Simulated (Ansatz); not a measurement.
# Thallium (diamond) across density functionals

All rows: Ansatz, plane waves with scalar-relativistic PAW, 420 eV (500 eV for the SCAN forms), relaxed under each functional, no dispersion correction, no zero-point motion. B₀ comes from uniform scaling at fixed shape; a dash is a value not given.

```json
{"functional": "PBE", "V (Å³/atom)": "45.35", "cell": "a = 7.132 Å", "B₀ (GPa)": "14", "magnetic state": "spin not included", "ΔE to hcp (meV/atom)": "375"}
{"functional": "r²SCAN", "V (Å³/atom)": "42.04", "cell": "a = 6.954 Å", "B₀ (GPa)": "18", "magnetic state": "spin not included", "ΔE to hcp (meV/atom)": "394"}
{"functional": "PBEsol", "V (Å³/atom)": "40.73", "cell": "a = 6.882 Å", "B₀ (GPa)": "19", "magnetic state": "spin not included", "ΔE to hcp (meV/atom)": "445"}
{"functional": "LDA", "V (Å³/atom)": "38.41", "cell": "a = 6.748 Å", "B₀ (GPa)": "24", "magnetic state": "spin not included", "ΔE to hcp (meV/atom)": "448"}
{"functional": "revPBE", "V (Å³/atom)": "48.16", "cell": "a = 7.277 Å", "B₀ (GPa)": "11", "magnetic state": "spin not included", "ΔE to hcp (meV/atom)": "337"}
{"functional": "RPBE", "V (Å³/atom)": "49.27", "cell": "a = 7.332 Å", "B₀ (GPa)": "10", "magnetic state": "spin not included", "ΔE to hcp (meV/atom)": "322"}
{"functional": "BLYP", "V (Å³/atom)": "50.76", "cell": "a = 7.405 Å", "B₀ (GPa)": "10", "magnetic state": "spin not included", "ΔE to hcp (meV/atom)": "220"}
```

LDA gives the smallest volume and BLYP the largest.
